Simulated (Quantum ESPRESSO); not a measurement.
Crystal: Sn.

```xyz
2
Lattice="0.0000 3.2333 3.2333 3.2333 0.0000 3.2333 3.2333 3.2333 0.0000" Properties=species:S:1:pos:R:3 pbc="T T T"
Sn    4.8500    4.8500    4.8500
Sn    3.2333    3.2333    3.2333
```

This isn't the form of Sn at room conditions, which is tetragonal (white tin).

Base run:

```yaml
Program: Quantum ESPRESSO 7.5
Functional: BEEF-vdW
Potentials_or_basis: PseudoDojo 0.4.1 SR PBE standard
Cutoff: 980 eV
Density_cutoff: 3918 eV
k_mesh: 7 × 7 × 7
Occupations: fermi-dirac, width 0.05 eV
Spin: no spin polarisation
```

Its results: band gap on the k mesh none (metal or under the smearing width); pressure 4.8 GPa.

Problem. The run is repeated on the same cell with these changes: functional from BEEF-vdW to PBE. What comes out?

Solution. Band gap on the k mesh none (metal or under the smearing width); pressure 3.9 GPa.

Caveats: the potentials were made for another functional, which shifts forces and pressure (some runs).

Not every run made on this cell is shown here.
